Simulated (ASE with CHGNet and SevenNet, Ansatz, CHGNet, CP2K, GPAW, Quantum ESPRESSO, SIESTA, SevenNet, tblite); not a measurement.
# Machine-learned potentials runs on C(111) slab, H on the bottom face (80 atoms)

How do the settings of machine-learned potentials change the result for C(111) slab, H on the bottom face (80 atoms)? A plane-wave run serves as the yardstick.

Program: ASE with CHGNet and SevenNet. Level of theory: the method is named at each step. Results are calculated unless marked as measured.

### 1. The starting structure

The cell holds 80 atoms: 64 C and 16 H. Cell: a = 10.089 Å, b = 10.089 Å, c = 15.664 Å, α = 90.0°, β = 90.0°, γ = 120.0°. It derives from C (diamond-structure). Diamond-structure C (a = 3.567 Å), (111) slab of 4 atomic planes, 4 x 4 surface cells, H on the broken bonds of the bottom face, 12 Å of vacuum; displaced by a Gaussian of 0.02 Å. Then every atom was moved at random, 0.05 Å r.m.s. a Cartesian component (hydrogen 0.6 of that). Regions: slab, 64 atoms (64 C); hydrogen, 16 atoms (16 H). Vacuum lies along c.

The yardstick, on the same geometry:

```
method                 : Kohn-Sham DFT, PBE, PAW, plane waves (Ansatz 0.2.0); cutoff 420 eV, Γ point, fermi-dirac smearing of 0.05 eV; PAW set soft_2
r.m.s. force component : 2.002 eV/Å
longest force          : 7.43 eV/Å
SCF cycles             : 17
time                   : 8.8 s on 6 threads of Intel Xeon at 2.30GHz, shared host
CPU time               : 39 s
```

### 2. CHGNet r2SCAN potential

Method: machine-learned interatomic potential CHGNet r2SCAN, trained on r2SCAN plane-wave data.

Contents of run.py:

```python
import numpy as np
from ase.io import read
import mlip  # loads the published weights by name

atoms = read("structure.xyz")
atoms.calc = mlip.calc("chgnet-r2scan")
energy = atoms.get_potential_energy()
forces = atoms.get_forces()
print(f"energy {energy:.6f} eV")
print("forces (eV/A)")
for i, (a, f) in enumerate(zip(atoms, forces)):
    print(f"{i:4d} {a.symbol:2s} {f[0]:10.5f} {f[1]:10.5f} {f[2]:10.5f}")
```

Contents of structure.xyz:

```xyz
80
Lattice="10.08900 0.00000 0.00000 -5.04450 8.73733 0.00000 0.00000 0.00000 15.66426" Properties=species:S:1:pos:R:3 pbc="T T T"
C -1.27959 8.03939 7.61471
C 2.52538 0.00821 7.09560
C -2.45849 7.31280 9.71325
C -1.20937 7.99273 9.17550
C 0.04091 5.81443 7.61252
C -1.24604 6.56689 7.12426
C -1.26299 5.02982 9.62866
C -0.11163 5.87262 9.17503
C 1.26350 7.98251 7.58824
C -0.00953 8.71697 7.08103
C -0.15658 7.27313 9.69633
C 1.23298 8.00794 9.16453
C 1.25442 3.62608 7.60688
C -0.03809 4.40597 7.07586
C -0.04888 2.90245 9.69273
C 1.31732 3.59681 9.04266
C 2.54646 5.84877 7.58996
C 1.27883 6.56672 7.10531
C 1.32862 5.11239 9.60877
C 2.62511 5.85480 9.25178
C 3.78353 7.99876 7.60766
C 2.50308 8.73628 7.08338
C 2.51014 7.23835 9.65999
C 3.82166 7.96591 9.09357
C 2.56276 1.42200 7.54876
C 1.24604 2.19036 7.07774
C 1.27056 0.73629 9.61880
C 2.50757 1.45241 9.02982
C 3.79331 3.64897 7.61675
C 2.55161 4.35503 7.07680
C 2.59307 2.89415 9.63493
C 3.78252 3.71607 9.10971
C 5.04889 5.85008 7.58620
C 3.79821 6.57204 7.09763
C 3.75069 5.19260 9.65561
C 4.99441 5.85969 9.02230
C -3.79200 8.02952 7.60625
C 10.07916 0.01581 7.09011
C 5.07860 7.22315 9.69461
C -3.81672 7.94459 9.17722
C 5.04849 1.42847 7.59247
C 3.77949 2.18529 7.07680
C 3.85935 0.75351 9.71826
C 5.05121 1.46411 9.09263
C 6.29730 3.61699 7.57586
C 5.05651 4.40187 7.08134
C 5.12632 2.85816 9.65341
C 6.24489 3.65483 9.16735
C -2.54248 5.82579 7.60061
C 6.25664 6.55606 7.12661
C 6.23788 5.16367 9.65200
C -2.57683 5.83234 9.22249
C 7.57563 1.45319 7.60343
C 6.31440 2.22225 7.06771
C 6.26330 0.76058 9.58167
C 7.64161 1.42453 9.26384
[... 20 atom lines left out ...]
H -3.76279 6.54234 5.99236
H 6.32525 2.17638 5.98469
H 7.54803 4.33310 6.00348
H -1.25099 2.18494 6.00129
```

On the command line:

```
$ OMP_NUM_THREADS=1 python run.py > output.txt
```

Log:

```text
CHGNet vr2scan initialized with 412,525 parameters
CHGNet will run on cpu
energy -672.548950 eV
forces (eV/A)
   0 C     0.75215   -1.07094   -0.59020
   1 C    -0.20502   -0.63141    0.65254
   2 C    -2.03317   -0.89222   -2.73319
   3 C    -3.35616    2.73093    1.90075
   4 C    -1.47373    1.22045   -0.50430
   5 C    -0.72041   -0.21217   -1.38682
   6 C    -1.07265    2.00255   -1.40710
   7 C     3.56818   -2.20879    2.13190
   8 C    -0.48079    0.87811    0.00612
   9 C     0.30107    0.44683    0.39464
  10 C     4.62407   -0.31409   -1.99021
  11 C    -0.40780   -0.78446    2.43382
  12 C     0.24135    0.63888   -2.92877
  13 C     1.49889   -1.10665    1.88097
  14 C     3.34406   -0.90225   -3.81786
  15 C    -1.62749    1.35863    6.77714
  16 C    -0.03051   -0.89340    0.11934
  17 C     0.02856   -0.90983    0.18300
  18 C    -1.80028   -0.53289   -1.96529
  19 C    -5.00303    0.00836   -0.99988
  20 C    -0.01965    0.78660   -1.73987
  21 C     0.60721   -0.11827    1.53861
  22 C     0.83326    2.63123   -2.01160
  23 C    -1.41415    0.92301    5.91422
[...]
72 H     0.07335    0.14151   -0.37715
  73 H    -0.15303    0.05575    0.52978
  74 H     0.11222    0.19832    0.32513
  75 H    -0.10350    0.30776    0.67805
  76 H    -0.31924    0.08170    1.09764
  77 H     0.03223    0.15175   -0.38061
  78 H     0.08140    0.25666    0.22085
  79 H    -0.04993   -0.01429    0.59656
```

Elapsed: 5.8 s, on 1 thread of Intel Xeon at 2.30GHz, shared host; peak memory 3.5 GiB.

Banners, paths, timers and routine set-up lines are dropped from the logs unmarked, and long logs keep their key lines alone; longer cuts are marked.

Against the reference:

| Quantity | Value |
| --- | --- |
| r.m.s. force component | 1.755 eV/Å |
| r.m.s. difference of force components | 682.7 meV/Å |
| longest difference of force vectors | 3542 meV/Å |
| force difference over r.m.s. force | 34.09 % |
| slope of forces against the reference's | 0.826 |
| correlation of force components | 0.9424 |

Length of the force difference by element (eV/Å):

| element | atoms | mean | most |
| --- | --- | --- | --- |
| C | 64 | 1.1 | 3.5 |
| H | 16 | 0.43 | 0.59 |

A closer look about C16, which bears the longest force among the free atoms: 14 atoms, nearest first, numbered in the order of the input, with positions taken from that point.

| atom | x | y | z | distance (Å) | bonds | Fx | Fy | Fz (eV/Å) |
| --- | --- | --- | --- | --- | --- | --- | --- | --- |
| C16 | 0.00 | 0.00 | 0.00 | 0.00 | 4 | -1.63 | 1.36 | 6.78 |
| C13 | -0.06 | 0.03 | -1.44 | 1.44 | 4 | 0.24 | 0.64 | -2.93 |
| C31 | 1.28 | -0.70 | 0.59 | 1.57 | 3 | -1.23 | 0.34 | -3.63 |
| C19 | 0.01 | 1.52 | 0.57 | 1.62 | 3 | -1.80 | -0.53 | -1.97 |
| C15 | -1.37 | -0.69 | 0.65 | 1.66 | 3 | 3.34 | -0.90 | -3.82 |
| C26 | -0.07 | -1.41 | -1.96 | 2.42 | 4 | 1.04 | -0.29 | 0.75 |
| C30 | 1.23 | 0.76 | -1.97 | 2.44 | 4 | -0.88 | 0.63 | 2.11 |
| C28 | 1.19 | -2.14 | -0.01 | 2.45 | 4 | 2.16 | -0.63 | 6.00 |
| C32 | 2.47 | 0.12 | 0.07 | 2.47 | 4 | 1.25 | -2.00 | 4.69 |
| C14 | -1.36 | 0.81 | -1.97 | 2.52 | 4 | 1.50 | -1.11 | 1.88 |
| C60 | -2.52 | 0.02 | 0.10 | 2.52 | 4 | -0.65 | 1.26 | 1.19 |
| C64 | -1.30 | -2.18 | 0.04 | 2.54 | 4 | -0.74 | 1.08 | 5.67 |
| C20 | 1.31 | 2.26 | 0.21 | 2.62 | 4 | -5.00 | 0.01 | -1.00 |
| C8 | -1.43 | 2.28 | 0.13 | 2.69 | 4 | 3.57 | -2.21 | 2.13 |

Atoms are counted from 1 here, from 0 in the log.

Forces lie 34 % from the reference's, at 0.15 times its CPU time (on 1 against 6 cores).

The difference per atom is largest on C (1.1 eV/Å on average, against 0.43 on H).

### 3. CHGNet 0.3.0 potential

Method: machine-learned interatomic potential CHGNet 0.3.0, trained on PBE(+U) plane-wave data.

run.py: that of step 2 with these lines changed.

```diff
@@ -5,3 +5,3 @@
 atoms = read("structure.xyz")
-atoms.calc = mlip.calc("chgnet-r2scan")
+atoms.calc = mlip.calc("chgnet-0.3.0")
 energy = atoms.get_potential_energy()
```

structure.xyz is that of step 2.

Log:

```text
CHGNet v0.3.0 initialized with 412,525 parameters
CHGNet will run on cpu
energy -617.099365 eV
forces (eV/A)
   0 C     0.72738   -0.95947   -0.77458
   1 C    -0.20581   -0.64821    0.99465
   2 C    -1.83290   -0.90887   -3.29378
   3 C    -3.01119    2.32336    2.29484
   4 C    -1.34050    1.07564   -0.50274
   5 C    -0.68399   -0.16583   -0.86890
   6 C    -0.97984    2.24796   -1.94859
   7 C     3.27190   -2.16115    2.71079
   8 C    -0.46556    0.81803   -0.02631
   9 C     0.23706    0.43224    0.85024
  10 C     4.54624   -0.20642   -2.54891
  11 C    -0.42996   -0.62794    2.97831
  12 C     0.13615    0.61241   -2.60364
  13 C     1.50826   -1.06832    2.22749
  14 C     2.81049   -1.07084   -3.79822
  15 C    -1.24427    1.19865    6.42006
  16 C    -0.02240   -0.82613   -0.00263
  17 C    -0.00671   -0.87434    0.52393
  18 C    -2.28129   -0.65092   -2.48081
  19 C    -4.43134    0.01026   -0.46297
  20 C    -0.01248    0.79424   -1.59291
  21 C     0.67406   -0.18269    1.93361
  22 C     0.57427    2.89011   -2.48178
  23 C    -1.05299    0.72463    5.79045
[...]
72 H     0.07138    0.12058   -0.63126
  73 H    -0.13561    0.04920    0.15988
  74 H     0.11197    0.20627   -0.05909
  75 H    -0.08032    0.27971    0.32884
  76 H    -0.26303    0.06939    0.76301
  77 H     0.02996    0.12129   -0.67485
  78 H     0.06257    0.24775   -0.15925
  79 H    -0.05418    0.00051    0.18458
```

It took 5.9 s on 1 thread; peak memory 3.5 GiB.

Compared with the plane-wave run:

* r.m.s. force component: 1.757 eV/Å
* r.m.s. difference of force components: 554.6 meV/Å
* longest difference of force vectors: 3226 meV/Å
* force difference over r.m.s. force: 27.7 %
* slope of forces against the reference's: 0.8465
* correlation of force components: 0.9648

Against the first run (34 %), the force difference from the reference is 28 %, at 1.0 times the CPU time.

The difference per atom is largest on C (0.92 eV/Å on average, against 0.14 on H).

### 4. SevenNet l3i5 potential

Method: machine-learned interatomic potential SevenNet l3i5, trained on PBE(+U) plane-wave data.

run.py: that of step 3 with these lines changed.

```diff
@@ -5,3 +5,3 @@
 atoms = read("structure.xyz")
-atoms.calc = mlip.calc("chgnet-0.3.0")
+atoms.calc = mlip.calc("7net-l3i5")
 energy = atoms.get_potential_energy()
```

structure.xyz is that of step 3.

Log:

```text
energy -611.239685 eV
forces (eV/A)
   0 C     0.93041   -1.30390    0.52813
   1 C    -0.57076   -0.81494   -0.43360
   2 C    -1.82551   -1.15005   -4.60192
   3 C    -4.18617    2.99470    3.62603
   4 C    -1.56835    0.99105    0.85481
   5 C    -0.78592   -0.02825   -2.72067
   6 C    -0.52649    2.14356   -3.55725
   7 C     3.39274   -2.49000    3.76588
   8 C    -0.56527    0.86791    1.55781
   9 C     0.31092    0.52442   -0.81743
  10 C     5.13387   -0.60382   -3.42464
  11 C    -0.22395   -0.77565    4.29952
  12 C    -0.01811    0.69996   -1.37208
  13 C     1.82694   -1.27775    0.60843
  14 C     2.95063   -0.71019   -5.04384
  15 C    -0.84936    1.23637    7.99049
  16 C    -0.11750   -0.98725    1.65809
  17 C    -0.01525   -0.90194   -0.73180
  18 C    -1.53942   -0.89274   -3.57984
  19 C    -6.45179    0.42244    1.60300
  20 C    -0.10038    1.12924   -0.43528
  21 C     0.80737   -0.00794    0.87296
  22 C     0.93085    2.95066   -4.32760
  23 C    -1.50955    0.98195    7.30176
[...]
72 H     0.03046    0.13677   -0.44108
  73 H    -0.19179    0.02570    0.21582
  74 H     0.30069    0.23322   -0.09730
  75 H    -0.13201    0.44717    0.30814
  76 H    -0.33877    0.10395    0.77008
  77 H     0.04023    0.05087   -0.71614
  78 H     0.12792    0.35869   -0.28825
  79 H    -0.07179   -0.01105    0.11016
```

Elapsed: 11 s, on 1 thread; peak memory 1.9 GiB.

Compared with the plane-wave run:

```
r.m.s. force component                  : 2.261 eV/Å
r.m.s. difference of force components   : 936.1 meV/Å
longest difference of force vectors     : 2977 meV/Å
force difference over r.m.s. force      : 46.75 %
slope of forces against the reference's : 1.028
correlation of force components         : 0.9106
```

Against the first run (34 %), the force difference from the reference is 47 %, at 1.9 times the CPU time.

The difference per atom is largest on C (1.7 eV/Å on average, against 0.17 on H).

### 5. The ladder

Differences are against the plane-wave reference, forces as r.m.s. over components; share is that over the reference's r.m.s. force, slope the least-squares factor from reference forces to these. Total energies of different programs have different zeros and aren't compared.

| run | Δ force, r.m.s. (meV/Å) | share (%) | slope | cores | CPU time | memory (GiB) |
| --- | --- | --- | --- | --- | --- | --- |
| reference | - | - | - | 6 | 39 s | 1.3 |
| CHGNet r2SCAN potential | 683 | 34.1 | 0.826 | 1 | 5.8 s | 3.5 |
| CHGNet 0.3.0 potential | 555 | 27.7 | 0.847 | 1 | 5.9 s | 3.5 |
| SevenNet l3i5 potential | 936 | 46.8 | 1.028 | 1 | 11 s | 1.9 |

Times of the machine-learned potentials are mostly Python's start and the loading of weights.

CPU time is summed over cores on a shared host, where runs went side by side, so it is rough. Symmetry, cutoffs, thresholds, outputs and thread counts weren't matched or tuned between programs; memory under MPI is the largest rank's times the ranks.

### 6. Outcome

* nearest in forces: CHGNet 0.3.0 potential, 28 %
* its CPU time: 5.9 s

In words: Machine-learned potentials differ by 28 % (CHGNet 0.3.0 potential) to 47 % (SevenNet l3i5 potential); they were trained on other programs' data, some at another functional. Among those trained on PBE data the slope goes as low as 0.85, which softening far from their training structures can give, though the reference's k-sampling is untested too. Machine-learned potentials mimic data converged in k, so the reference's own k-point error enters their differences. The runs have no spin polarisation, so any moments at edges, vacancies or dangling bonds can't form. The electronic-structure runs sample only Γ, in a cell whose shortest periodic width is 9 Å, which is coarse for a cell with partly filled levels.

[Also dropped from logs without a mark: logging warnings of Python, and SIESTA's first energy breakdown and zero terms.]

[Logs are printed without paths, hosts, clocks, repeated set-up lines and the standing remarks that a program may print on its own settings, such as how far it seeks lower states.]

[Hosts, paths, dates, database ids (printed as entryN), source tags and the programs' standing remarks are cut or masked in the printed files.]
